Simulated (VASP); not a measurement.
## MoS2 under changes of volume

One of the cells (19.361 Å³/atom); the others are scaled copies at fixed shape and fractional positions:

```
Mo S
1.0
     3.24884    0.00000    0.00000
    -1.62442    2.81358    0.00000
     0.00000    0.00000    6.35428
Mo S
1 2
Direct
  0.00000 0.00000 0.50000
  0.66667 0.33333 0.74468
  0.33333 0.66667 0.25532
```

Measurements of this composition are mostly on another form, of space group No. 194.

| Quantity | Value |
| --- | --- |
| Program | VASP 6.6.1 |
| Functional | PBE |
| Potentials or basis | VASP PAW PBE potentials, release 64 (Mo_sv, S) |
| Cutoff | 520 eV |
| k mesh | 9 × 9 × 4 |
| Occupations | fermi-dirac, width 0.05 eV |
| Spin | no spin polarisation |

```tsv
volume (Å³/atom)	energy over the lowest point (meV/atom)	pressure (GPa)	largest force (eV/Å)
17.843	38.35	10.4	1.346
18.222	17.77	6.9	0.962
18.602	5.04	3.8	0.606
19.361	0.00	-1.5	0.030
19.741	6.33	-3.8	0.313
20.120	?	?	?
```

What does the run at 20.120 Å³/atom give?

Energy over the lowest point 17.77 meV/atom; pressure -5.8 GPa; largest force 0.576 eV/Å.

Worked out: A Birch-Murnaghan fit of order 3 (a polynomial in V^(-2/3)) to the other rows has its minimum at 19.13 Å³/atom with B0 = V·E''(V) = 129 GPa and B' = 4.5 at fixed shape and positions, which overstates the stiffness. It gives 17.71 meV/atom at 20.120 Å³/atom, against the run's 17.77, and -dE/dV = -5.8 GPa, against -5.8.

Energies are extrapolated to zero smearing.

Caveats: this functional lacks dispersion, which binds the layers, so the pressure and a relaxed spacing across them are unreliable; forces of over 1 eV/Å show positions far from the minimum, so gaps and moduli don't describe the material at rest (some runs).
